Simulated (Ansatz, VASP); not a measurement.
## Cross-check of B27P27O (start site: O_i (void)) between VASP and Ansatz

Aim: how closely do two programs agree when they are given the same cell, functional and k mesh? The cell is taken from a series of runs on this material, whose earlier steps may have relaxed, scaled, displaced or heated it; both programs get it as it stands.

Main program and level: Ansatz 0.2.0; plane waves, with VASP 6.6.1 beside it; r2SCAN.

## 1. The structure

The cell holds 55 atoms: 27 B, 27 P and 1 O. Its edges and angles: a = 9.623 Å, b = 9.623 Å, c = 9.623 Å, α = 60.0°, β = 60.0°, γ = 60.0°. It derives from BP (BP (F-43m)). Nearest the centre at fractional (0.750, 0.083, 0.750): O55 at 1.31 Å, B21 at 1.94 Å, B24 at 1.95 Å, B3 at 2.04 Å, B19 at 2.19 Å, P39 at 2.26 Å, P45 at 2.27 Å, P38 at 2.28 Å.

As a file:

```xyz
55
Lattice="0.0000 6.8046 6.8046 6.8046 0.0000 6.8046 6.8046 6.8046 0.0000" Properties=species:S:1:pos:R:3 pbc="T T T"
B     6.8499    6.8428   13.5687
B     2.2293    8.9913    6.8176
B     4.3735    4.2685    0.1827
B     9.0530   13.5528    9.0787
B     4.5175    8.9583    9.1468
B     6.7761   11.3028    9.0623
B     4.5528    6.8034   11.3163
B     6.8234    9.0576   11.3256
B     9.0733   11.3069   11.3546
B     6.8048    9.0588    2.2691
B     2.3232    4.4993    2.2192
B     4.5618    6.7880    2.2465
B     9.0648    9.0541    4.5420
B     4.5442    4.5126    4.5263
B     6.8019    6.7876    4.5352
B     4.5458    2.2564    6.7912
B     6.8152    4.5132    6.7950
B     9.0899    6.7827    6.7846
B     6.9608    4.5963   11.1770
B     2.3158    6.8001    4.4981
B     4.5473    9.0823    4.5505
B     2.2724    4.5232    6.7848
B     4.5416    6.7812    6.7979
B     6.7846    9.0712    6.8040
B     4.5493    4.5224    9.0595
B     6.8431    6.7917    9.0309
B     9.0890    9.0640    9.0535
P     3.4072    3.3625    3.4082
P     5.6742    5.6510    3.3945
P     7.9357    7.9143    3.4008
P     5.6833    3.3826    5.6560
P     7.9425    5.6520    5.6624
P    10.2232    7.9211    5.6597
P     7.9424    3.3709    7.9300
P    10.2224    5.6524    7.9256
P    12.4902    7.9285    7.9126
P     3.4139    5.6529    5.6543
P     5.6695    7.9279    5.6696
P     7.9309   10.2213    5.6466
P     5.6848    5.6525    7.9239
P     7.9568    7.9393    7.9015
P    10.2164   10.1991    7.9205
P     8.0559    5.6725   10.0925
P    10.2483    7.9462   10.1842
P    12.4994   10.2273   10.2031
P     3.3883    7.8744    7.9528
P     5.6170   10.0559    8.0693
P     7.9144   12.4379    7.9081
P     5.7014    7.8952   10.2036
P     7.9475   10.1946   10.1876
P    10.2199   12.4346   10.2146
P     7.9705    7.9257   12.4459
P    10.1077   10.0962   12.5075
P    12.7340   12.6630   12.2206
O     5.4106   11.4041    6.1252
```

## 2. Ansatz: single point, r2SCAN, pair 1

Ansatz runs on its PAW soft_1 files.

With cell and atoms fixed, the geometry can't cause a difference; cores, projectors, grids and the points listed under the comparison can.

File input.yaml:

```yaml
crystal:
  checkpoint: "../q0.relax.run"
  host: checkpoint
basis:
  ecutwfc: 500
  xc_grid: 2
hamiltonian:
  xc: r2scan
  pseudopotentials: { kind: paw, azcp: { folder: soft_1 } }
kpoints:
  mp_grid: { grid: [2, 2, 2], shift: [0.5, 0.5, 0.5] }
scf:
  occupations: { method: fixed }
  max_iter: 100
output:
  forces: true
  eigenvalues: true
  charged_corrections:
    epsilon: 9.31
    static_epsilon: 9.42
    defect_position: [0.75, 0.083333, 0.75]
  eigenstates: { localisation: true }
  populations: true
  band_densities: [{ bands: [v1, v1] }, { bands: [c1, c1] }]
  write_density: true
  write_potential: true
  volumetric_format: npy
checkpoint:
  read: "../q0.relax.run"
  write: "../q0.point.run"
  compress: false
  write_wavefunctions: false
  write_every: 100000
```

Command:

```console
ansatz run input.yaml --threads 4 --pin off --max-ram 7536MiB --backend cpu --events-out ev --progress --plain --runs-dir out
```

Numbers of over 12 decimals in the logs are rounded to 6 here.

The program printed:

```text
crystal.checkpoint: the structure is that of <dir>, a `relax` run, at its step 13: its result, under r2scan at a charge of 0 e; 55 atoms read, 0 with a starting moment; crystal.structure_sha256 for this input is
Engine: ansatz 0.2.0, aarch64-unknown-linux-gnu
Pseudopotentials: kind: paw
Pseudopotential: B, paw, valence charge 3, recommended cutoff 500 eV (meta_gga), soft_1/B.paw.azcp
Pseudopotential: P, paw, valence charge 5, recommended cutoff 500 eV (meta_gga), soft_1/P.paw.azcp
Pseudopotential: O, paw, valence charge 6, recommended cutoff 500 eV (meta_gga), soft_1/O.paw.azcp
Functional definition: r2SCAN
  parameter k0 = 0.174
  parameter k1 = 0.065
  parameter a1 = 4.9479
  exchange = r2scan_x(k0 = k0, k1 = k1, a1 = a1)
  correlation = r2scan_c
Crystal: 55 atoms, lattice volume = 630.129 Å³
Basis set: ecut = 500 eV, 16049 PW (Γ), exchange–correlation on 144×144×144 points (8 copies of the dense FFT grid, shifted against one another)
Bands: 166, of which v1, the nominal top of the filled ones, is band 111 counted from 1 (110 counted from 0)
Symmetry: 1 space group operations
Space group: P1 (ITA 1), of the structure as read, at distance tolerance 8.6e-5 Å
k-points: 4 of 8 (time reversal used)
Non-local potential: B, projectors of the file, l = 0: 2, l = 1: 2, l = 2: 1
Non-local potential: P, projectors of the file, l = 0: 2, l = 1: 2, l = 2: 1
Non-local potential: O, projectors of the file, l = 0: 2, l = 1: 2, l = 2: 1
PAW form: soft (Blöchl's): semilocal exchange-correlation on the pseudo side does not see the compensation charge
PAW frozen core: B, regenerated for the run's functional (the file was generated under x = pbe(κ = 0.804, μ = 0.219515), c = pbe(β = 0.066725))
PAW frozen core: P, regenerated for the run's functional (the file was generated under x = pbe(κ = 0.804, μ = 0.219515), c = pbe(β = 0.066725))
PAW frozen core: O, regenerated for the run's functional (the file was generated under x = pbe(κ = 0.804, μ = 0.219515), c = pbe(β = 0.066725))
PAW one-centre angular grid: B, 302 points (default); XC on 223 of its mesh's 2233 points in the sphere
PAW one-centre angular grid: P, 302 points (default); XC on 160 Gauss nodes
PAW one-centre angular grid: O, 302 points (default); XC on 160 Gauss nodes
Initial density: read from a saved state, or passed on in memory by an earlier SCF of this step, an earlier step, the calling program or the single point that the run made first
Initial wavefunctions: those read from a saved state, or passed on in memory by an earlier step or the calling program
Functional: x = r2scan, c = r2scan; τ floored in thin density (d = 2e-4 eV/Å³)
SCF iter   1: F=—  HF=-25316.416964 eV  |F-HF|=—  |Δ(HF+E_count)|=         —  Δρ=7.87e-7  dr2=3.13e-9  dr2_τ=1.03e-10  ethr=4.46e-12  ⟨swp⟩=3.0  Hψ=1556  notcnv=0
preconditioner: auto → Resta (q_TF=auto, 2.293 Å⁻¹)  ε∞=4.7  [insulator: Δε(μ)=1.913 eV  Ē_g=11.453 eV  n_scr=136 (ndim 8)  ℏωp=21.9 eV  f_vac=0.000  ε∞_Penn≈4.7]
SCF iter   2: F=-25316.416964 eV  HF=-25316.416964 eV  |F-HF|=6.73e-10  |Δ(HF+E_count)|=   1.10e-9  Δρ=4.95e-7  dr2=1.31e-9  dr2_τ=3.03e-11  ethr=1.41e-12  ⟨swp⟩=8.0  Hψ=2993  notcnv=0
SCF 1 converged in 2 iterations: F = -25316.416964 eV  dr2 = 1.31e-9
  greatest PAW one-centre occupation: 0.882 electrons in one spin orbital (limit 2), on the O atom at site 54 (counted from 0), in its partial waves of l = 0
SCF converged after 2 iterations
Free energy (F): -25316.416964 eV
Harris-Foulkes:  -25316.416964 eV  (|F-HF|=6.73e-10)
Internal energy: -25316.416964 eV  (E = F + TS)
E sigma→0 (E₀):  -25316.416964 eV
Fermi energy:    9.067779 eV
--- Per-component energies (eV) ---
  E_band       = 517.524941
  E_kinetic    = 3453.065664
  E_local      = -2191.160718  (includes V_loc(G=0)·N_el)
  E_nonlocal   = 1103.722610
  E_hartree    = 694.802998
  E_xc         = -2818.136054
  E_vxc        = -3054.512018  (∫ρ·V_xc dr)
  E_paw        = -17598.953639  (= ΣΔE_a)
  E_vpaw       = -323.799733  (= ΣTr[D̂ρ^β])
  E_aug_tail   = 0.000290  (compensation charges beyond the density's cutoff)
  E_vtau       = 140.602895  (kinetic-family band-sum trace: ∫τ·v_τ [+ j·A + Jᵃ·Aᵃ] dr)
  E_ewald      = -7956.775494
  E_core_change = -2.982622  (= ΣΔE_core)
  E_smearing   = -0.000000  (= −TS)
  E_closure    = 0.000000  (closes the sum)
  Σ components = -25316.416964   (vs F -25316.416964, Δ=0.00e0)
--- Forces (eV/Å), atoms counted from 1 ---
  atom   1  B     -0.00099209    -0.00031488     0.00185096
  atom   2  P      0.00014050    -0.00003710    -0.00017085
  atom   3  B     -0.00060900    -0.00060153    -0.00152181
  atom   4  P     -0.00013093     0.00029450    -0.00018226
  atom   5  B     -0.00541406     0.00549776     0.00265737
  atom   6  P      0.00009583     0.00051454    -0.00009543
  atom   7  B      0.00002003    -0.00016650     0.00053569
[...]
atom  40  P      0.00262698     0.00112346    -0.00112417
  atom  41  B     -0.00068257     0.00001438     0.00080043
  atom  42  P      0.00039289     0.00115389    -0.00074850
  atom  43  B     -0.00046901    -0.00022169     0.00008197
  atom  44  P     -0.00037924     0.00126687    -0.00141701
  atom  45  B      0.00006293     0.00031289     0.00017078
  atom  46  P      0.00124115     0.00209306    -0.00040049
  atom  47  B      0.00117775    -0.00089109     0.00141160
  atom  48  P      0.00054091     0.00083955    -0.00026104
  atom  49  B     -0.00058541     0.00019811    -0.00003290
  atom  50  P      0.00139566     0.00119003     0.00006609
  atom  51  B     -0.00055944    -0.00006053     0.00016371
  atom  52  P     -0.00016480    -0.00024699     0.00177663
  atom  53  B      0.00005117     0.00019674     0.00007957
  atom  54  P      0.00103167     0.00471239    -0.00188647
  atom  55  O      0.00552547    -0.00478611    -0.00283704
  max |Σ_I F_I| component: 5.82e-3 eV/Å
--- Band table (eV) ---
  k-point 0: bands = [... 107 lower, 8.1548, 8.4288, 8.9685, 9.0678, 11.0790, 11.1578, 11.2469, 11.4214, ... 51 higher]
  k-point 1: bands = [... 107 lower, 8.1352, 8.3877, 8.6479, 8.8178, 10.9810, 11.6301, 11.9376, 12.0250, ... 51 higher]
  k-point 2: bands = [... 107 lower, 8.0820, 8.4113, 8.6168, 8.7098, 11.1598, 11.7087, 11.9466, 12.0448, ... 51 higher]
  k-point 3: bands = [... 107 lower, 8.0699, 8.2670, 8.5931, 8.6981, 11.1666, 11.7206, 11.9576, 12.0462, ... 51 higher]
--- Löwdin populations: 55 sites ---
  site symbol       q [e]
     0      B      3.6941
     1      P      4.2956
     2      B      3.6622
     3      P      4.2969
     4      B      3.2813
     5      P      4.3031
     6      B      3.6232
     7      P      4.2989
     8      B      3.6686
     9      P      4.2967
    10      B      3.6310
    11      P      4.2958
    12      B      3.7017
    13      P      4.2956
    14      B      3.6398
    15      P      4.3287
    16      B      3.6341
    17      P      4.2959
    18      B      3.6272
    19      P      4.2982
    20      B      3.6467
    21      P      4.2983
    22      B      3.6365
    23      P      4.3020
[...]
47      P      4.3033
    48      B      3.6361
    49      P      4.2753
    50      B      3.6391
    51      P      4.2953
    52      B      3.6343
    53      P      3.8406
    54      O      6.5800
  spilling = 0.008662 (of n_electrons = 222.000000)
--- Band densities, each state counted as filled ---
  window                                       electrons  max residual (eV)  cut levels
  bands: [v1, v1]                               2.000000             3.3e-9           0
  bands: [c1, c1]                               2.000000             1.6e-5           0
```

## 3. VASP: single point, r2SCAN, pair 1

The same cell, functional and mesh now go to VASP, with its own data sets.

Lines of VASP's logs that name or quote its potential files are left out, and so is its time.

File INCAR:

```
SYSTEM = B27P27O
PREC = Accurate
ENCUT = 580
EDIFF = 1E-06
NELM = 120
ISMEAR = 0
SIGMA = 0.01
LREAL = Auto
ALGO = Normal
METAGGA = R2SCAN
LASPH = .TRUE.
NBANDS = 152
LORBIT = 11
LWAVE = .FALSE.
LCHARG = .FALSE.
ISIF = 2
ISYM = 0
GGA_COMPAT = .FALSE.
EFERMI = MIDGAP
LMIXTAU = .TRUE.
KPAR = 4
```

File POSCAR:

```
B27P27O
1.0
    0.0000000000      6.8045562257      6.8045562257
    6.8045562257      0.0000000000      6.8045562257
    6.8045562257      6.8045562257      0.0000000000
B P O
27 27 1
Direct
    0.9965134286      0.9975444895      0.0091139384
    0.9978293770      0.0040831967      0.3235398471
    0.0057096188      0.0211458687      0.6215916196
    0.9977412190      0.3364606103      0.9939773287
    0.9984149620      0.3457994914      0.3180933420
    0.9985217272      0.3332763246      0.6625472617
    0.9968965206      0.6661477262      0.0029375473
    0.9963743261      0.6680401162      0.3347327370
    0.9984668778      0.6702156890      0.6631924926
    0.3323544469      0.0011111295      0.9989317082
    0.3229614946      0.0031666426      0.3382499183
    0.3286523889      0.0014876391      0.6689204493
    0.3329646033      0.3345344934      0.9976342567
    0.3302781975      0.3349118845      0.3328984774
    0.3321992089      0.3342947179      0.6653106228
    0.3307919283      0.6672399243      0.0008098579
    0.3301433101      0.6684576965      0.3331108300
    0.3289964061      0.6680639702      0.6677952554
    0.6475467181      0.9950259108      0.0279324815
    0.6600254636      0.0010172729      0.3393206000
    0.6676026981      0.0011417667      0.6671348604
    0.6639308462      0.3331635138      0.0007941213
    0.6640814370      0.3349407373      0.3324876543
    0.6679829027      0.3319396461      0.6651250675
    0.6637154766      0.6676726928      0.0008995386
    0.6598162298      0.6673711544      0.3382877225
    0.6634210942      0.6670913076      0.6686286994
    0.2471460281      0.2537182491      0.2470122176
    0.2477255938      0.2511376898      0.5827429533
    0.2483228916      0.2514580280      0.9147679915
    0.2465443319      0.5846576436      0.2505680456
    0.2477695306      0.5843849780      0.5828518624
    0.2467172833      0.5850343347      0.9173705628
    0.2467803215      0.9186106548      0.2486045809
    0.2465699887      0.9181787885      0.5841129094
    0.2462285221      0.9166074379      0.9189504096
    0.5799987712      0.2509520968      0.2507494530
    0.5825530072      0.2506598947      0.5825391262
    0.5832137286      0.2466149486      0.9189181434
    0.5798727185      0.5846255647      0.2508137201
    0.5793196785      0.5818927965      0.5874478987
    0.5807317492      0.5832743092      0.9181379070
    0.5664651756      0.9167309428      0.2671607919
    0.5791818058      0.9174991389      0.5885885872
    0.5827650811      0.9166815695      0.9202379375
    0.9140101498      0.2547309165      0.2432190444
    0.9191045136      0.2667630865      0.5587186816
    0.9134811451      0.2486985981      0.9144015798
    0.9109616187      0.5885569632      0.2493184464
    0.9137024388      0.5834692675      0.5845012854
    0.9133062466      0.5878339394      0.9140916125
    0.9112368311      0.9178163549      0.2535241978
    0.9182080950      0.9198956593      0.5655396301
    0.8927569562      0.9031920783      0.9681964842
    0.8904862665      0.0096719776      0.7854713434
```

File KPOINTS:

```
Points of the shifted mesh
8
Reciprocal
 0.2500000000  0.2500000000  0.2500000000 1
 0.2500000000  0.2500000000  0.7500000000 1
 0.2500000000  0.7500000000  0.2500000000 1
 0.2500000000  0.7500000000  0.7500000000 1
 0.7500000000  0.2500000000  0.2500000000 1
 0.7500000000  0.2500000000  0.7500000000 1
 0.7500000000  0.7500000000  0.2500000000 1
 0.7500000000  0.7500000000  0.7500000000 1
```

PAW data sets: B, P and O (PBE family, release 64).

Command:

```console
mpirun -np 8 vasp_std
```

The program printed:

```text
[banner, memory and clock lines left out]
running    8 mpi-ranks, on    1 nodes
[...]
|                                                                             |
|           W    W    AA    RRRRR   N    N  II  N    N   GGGG   !!!           |
|           W    W   A  A   R    R  NN   N  II  NN   N  G    G  !!!           |
|           W    W  A    A  R    R  N N  N  II  N N  N  G       !!!           |
|           W WW W  AAAAAA  RRRRR   N  N N  II  N  N N  G  GGG   !            |
|           WW  WW  A    A  R   R   N   NN  II  N   NN  G    G                |
|           W    W  A    A  R    R  N    N  II  N    N   GGGG   !!!           |
|                                                                             |
|     For optimal performance we recommend to set                             |
|       NCORE = 2 up to number-of-cores-per-socket                            |
|     NCORE specifies how many cores store one orbital (NPAR=cpu/NCORE).      |
|     This setting can greatly improve the performance of VASP for DFT.       |
[...]
|               ----> ADVICE to this user running VASP <----                  |
|                                                                             |
|     You enforced a specific xc type in the INCAR file but a different       |
|     [... a line on the potential file left out ...]
|     I HOPE YOU KNOW WHAT YOU ARE DOING!                                     |
|                                                                             |

 LDA part: xc-table for (None), standard interpolation
 POSCAR, INCAR and KPOINTS ok, starting setup
[...]
entering main loop
       N       E                     dE             d eps       ncg     rms          rms(c)
DAV:   1     0.688693672376E+03    0.68869E+03   -0.10912E+05  2432   0.148E+03
DAV:   2    -0.448970410787E+03   -0.11377E+04   -0.10691E+04  2960   0.247E+02
DAV:   3    -0.525938302355E+03   -0.76968E+02   -0.75896E+02  3016   0.599E+01
DAV:   4    -0.527575343967E+03   -0.16370E+01   -0.16259E+01  3024   0.926E+00
[...]
DAV:  17    -0.473345458270E+03   -0.38432E-04   -0.11516E-04  2656   0.421E-02    0.534E-02
DAV:  18    -0.473345431067E+03    0.27204E-04   -0.19284E-05  2984   0.126E-02    0.428E-02
DAV:  19    -0.473345431625E+03   -0.55793E-06   -0.30077E-06  2232   0.488E-03
   1 F= -.47334543E+03 E0= -.47334543E+03  d E =0.000000E+00
```

From OUTCAR (step 3):

```text
  Total       10.1058344     10.3157790     10.3040128      7.6898214    -10.0183009     -9.9513107
  in kB       25.6952793     26.2290882     26.1991713     19.5522804    -25.4727151    -25.3023847
  external PRESSURE =      26.0411796 kB  Pullay stress =       0.0000000 kB

 POSITION                                       TOTAL-FORCE (eV/Angst)
 -----------------------------------------------------------------------------------
      6.84986      6.84285     13.56868        -0.000930      0.003245     -0.009926
      2.22933      8.99133      6.81757        -0.000365      0.004595     -0.009249
      4.37354      4.26851      0.18274        -0.116832     -0.058145      0.103576
      9.05304     13.55276      9.07865        -0.000630      0.002439     -0.001109
      4.51750      8.95825      9.14678         0.010170      0.002647     -0.000788
      6.77614     11.30284      9.06229         0.000452     -0.004562      0.001404
      4.55283      6.80343     11.31628         0.008250      0.000033      0.002336
      6.82342      9.05759     11.32560         0.002558      0.000531      0.000363
      9.07325     11.30685     11.35464        -0.001617     -0.003590      0.000877
      6.80485      9.05881      2.26909         0.000931      0.001683     -0.000264
      2.32319      4.49925      2.21916        -0.004487      0.009531     -0.001251
      4.56183      6.78804      2.24646         0.001315     -0.001810     -0.001489
      9.06482      9.05413      4.54204         0.000794     -0.000302     -0.000830
      4.54415      4.51262      4.52632         0.002601      0.000427     -0.000148
[...]
-----------------------------------------------------------------------------------
    total drift:                               -0.014660      0.002596      0.021990

  FREE ENERGIE OF THE ION-ELECTRON SYSTEM (eV)
  ---------------------------------------------------
  free  energy   TOTEN  =      -473.3454316245 eV

  energy  without entropy=     -473.3454316245  energy(sigma->0) =     -473.34543162

[... 2 further parts left out ...]
```

The run ends at a pressure of 2.60 GPa, with forces up to 0.25 eV/Å.

## 4. Comparison

Known differences besides the potentials themselves: VASP keeps PBE cores, Ansatz makes them for the functional; fixed occupations in Ansatz, narrow Gaussian smearing in VASP; the cutoff is 500 eV in Ansatz and 580 eV in VASP (PREC = Accurate, projectors in real space). Total energies have different zeros and are not compared.

Compared:

```
              quantity  Ansatz   VASP  difference
gap on the k mesh (eV)   1.913  1.944      -0.031
```

Forces on 7 of the 55 atoms, those with the largest forces and the largest differences (eV/Å; atoms numbered as in POSCAR):

```
atom         Ansatz x, y, z           VASP x, y, z
  B3   -0.005, 0.005, 0.003  -0.117, -0.058, 0.104
 P47   0.003, 0.001, -0.001  -0.008, 0.009, -0.017
 P49   0.000, 0.001, -0.001  -0.015, 0.018, -0.002
 P52    0.001, 0.001, 0.000    0.001, 0.005, 0.012
 P53    0.000, 0.000, 0.002   0.004, -0.001, 0.014
 P54   0.001, 0.005, -0.002  -0.025, -0.112, 0.047
 O55  0.006, -0.005, -0.003   0.141, 0.161, -0.136
```

The forces differ by 26 meV/Å r.m.s., where the r.m.s. force is 0.001 eV/Å in Ansatz and 0.026 eV/Å in VASP: the atoms lie near their places of rest in Ansatz, so a percentage would say little (all taken over all components). A gap on the mesh is an upper bound, since the band edges may lie between its points.

[end of part 1 of 2]

[Lines on the potential files, build, host, timing and source positions are cut from VASP's logs without a mark.]

[Logs are printed without paths, hosts, clocks, repeated set-up lines and the standing remarks that a program may print on its own settings, such as how far it seeks lower states.]

[Hosts, paths, dates, database ids (printed as entryN), source tags and the programs' standing remarks are cut or masked in the printed files.]
